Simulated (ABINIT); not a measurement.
Crystal: Br.

```
CELL_PARAMETERS angstrom
3.36325 -2.32255 0.00000
3.36325 2.32255 0.00000
0.00000 0.00000 8.70230
ATOMIC_POSITIONS crystal
Br 0.36510 0.63490 0.39010
Br 0.13490 0.86510 0.89010
Br 0.63490 0.36510 0.60990
Br 0.86510 0.13490 0.10990
```

* Program: ABINIT 10.8.3 (patched build)
* Task: single point
* Functional: PBEsol
* Potentials or basis: PseudoDojo NC SR PBEsol v0.4.1 standard
* Cutoff: 626 eV
* k mesh: 7 × 7 × 3
* Occupations: fermi-dirac, width 0.05 eV
* Spin: no spin polarisation

On this cell: pressure 0.1 GPa; largest force 0.739 eV/Å; band gap on the k mesh 1.81 eV, indirect (least direct gap 1.82 eV).

The same run follows on a disturbed copy (atoms moved at random, drawn with an rms of 0.05 Å):

```xyz
4
Lattice="3.3632 -2.3226 0.0000 3.3632 2.3226 0.0000 0.0000 0.0000 8.7023" Properties=species:S:1:pos:R:3 pbc="T T T"
Br    3.3857    0.6560    3.3552
Br    3.3759    1.6889    7.7164
Br    3.2985   -0.6329    5.3389
Br    3.3365   -1.7013    0.8863
```

Task: What does the disturbed cell give?

Result: The energy moves by +4.7 meV/atom; pressure -0.4 GPa; largest force 1.269 eV/Å; band gap on the k mesh 1.62 eV, indirect (least direct gap 1.67 eV).

Forces on the atoms (eV/Å):
```
Br  -0.060 -0.157  0.117
Br  -0.025 -0.581 -1.107
Br   0.070  0.165 -0.143
Br   0.015  0.574  1.132
```

Stress tensor (GPa, compression positive):
```
 0.04 -0.05  0.00
-0.05 -0.99  1.92
 0.00  1.92 -0.19
```

Caveats: an odd mesh through Γ misses points on the zone boundary, where band edges often lie.
